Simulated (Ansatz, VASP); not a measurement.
AlN in VASP and in Ansatz

```xyz
4
Lattice="3.0887 0.0000 0.0000 -1.5443 2.6749 0.0000 0.0000 0.0000 4.9430" Properties=species:S:1:pos:R:3 pbc="T T T"
Al    0.0000    1.7832    0.0074
Al    1.5443    0.8916    2.4790
N     0.0000    1.7832    1.8956
N     1.5443    0.8916    4.3671
```

Alike in both runs: functional LDA; k mesh 9 × 9 × 6; occupations gaussian, width 0.02 eV; no spin polarisation.

Ansatz relaxed the structure, and its values are those at the end. VASP's run is a single point on that final structure, the one shown.

```csv
,VASP,Ansatz
version,VASP 6.6.1,Ansatz 0.2.0
potentials or method,"VASP PAW LDA potentials, release 64 (Al, N)","scalar-relativistic, plane waves, PAW"
plane-wave cutoff (eV),520,420
valence electrons in the cell,16,16
```

```tsv
	VASP	Ansatz	Ansatz less VASP
gap on the k mesh at the Fermi level (eV)	4.42	4.42	-0.009
least direct gap on the mesh (eV)	4.42	4.42	-0.009
pressure (GPa)	0.6	0.0	-0.64
```

Ansatz warned: «pseudo_functional_mismatch».

Caveats: an odd mesh through Γ misses points on the zone boundary, where band edges often lie. Expect the measured gap to be larger: semilocal functionals such as LDA lack the derivative discontinuity.
